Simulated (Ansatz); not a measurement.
# TiAl: biaxial against axial strain

The task, for TiAl: map the energy over biaxial and axial strain.

Computed with Ansatz 0.2.0 (DFT PBE, scalar-relativistic, plane waves, PAW, unless a step's input says otherwise).

### 1 Starting point

It takes space group Pm-3m (No. 221, cubic). The conventional cell has a = 3.179 Å, b = 3.179 Å, c = 3.179 Å, α = 90.00°, β = 90.00°, γ = 90.00°. Ti (site symmetry m-3m) has 8 Al at 2.75 Å as nearest neighbours. Al (site symmetry m-3m) has 8 Ti at 2.75 Å as nearest neighbours.

As a file:

```
CELL_PARAMETERS angstrom
3.17906 0.00000 0.00000
0.00000 3.17906 0.00000
0.00000 0.00000 3.17906
ATOMIC_POSITIONS crystal
Ti 0.00000 0.00000 0.00000
Al 0.50000 0.50000 0.50000
```

It goes back to an entry of the Materials Project, which need not be the stable form.

The cell is taken as given, not relaxed at this level.

### 2 Zero of energy

The reference gives a free energy of -3037.7110 eV, pressure 0.84 GPa, largest force 0.000 eV/Å and gap on the mesh none (metal). It was computed beforehand with the settings of the runs below.

### 3 The scan: biaxial against axial strain

The cell is strained by p along both x and y and by q along z, with fractional coordinates fixed.

### 4 Point p = -0.080, q = -0.080

input.yaml

```yaml
crystal:
  lattice:
    - [2.92473888, 0.0, 0.0]
    - [0.0, 2.92473888, 0.0]
    - [0.0, 0.0, 2.92473888]
  atoms:
    - { symbol: Ti, position: [0.0, 0.0, 0.0] }
    - { symbol: Al, position: [0.5, 0.5, 0.5] }
basis:
  ecutwfc: 420
kpoints:
  mp_grid: { grid: [16, 16, 16] }
hamiltonian:
  xc: pbe
scf:
  occupations: { method: gaussian, width: 0.15 }
output:
  forces: true
  stress: true
  eigenvalues: true
```

The session goes on with these runs: At p = -0.080, q = 0.000; At p = -0.080, q = 0.080; p = 0.000, q = -0.080; p = 0.000, q = 0.080; At p = 0.080, q = -0.080; point p = 0.080, q = 0.000; point p = 0.080, q = 0.080; p = -0.080, q = -0.040; point p = -0.080, q = 0.040; p = -0.040, q = -0.080; point p = -0.040, q = 0.000.

What does the calculation give? Wanted: highest point; lowest point away from the origin.

As calculated:

```
                         quantity                                        value
                    highest point  440.5 meV/atom at (p, q) = (-0.080, -0.080)
lowest point away from the origin             -0.4 meV/atom at (-0.080, 0.080)
```

In words: Of the points run, the lowest is (-0.080, 0.080), 0.4 meV/atom below the undisturbed cell, which was taken as given and not relaxed at this level. At |p| = |q| = 0.080, points where p and q have the same sign cost 340.0 meV/atom on average, those of opposite sign 2.6: stretching in the plane is cheaper with a contraction along z.
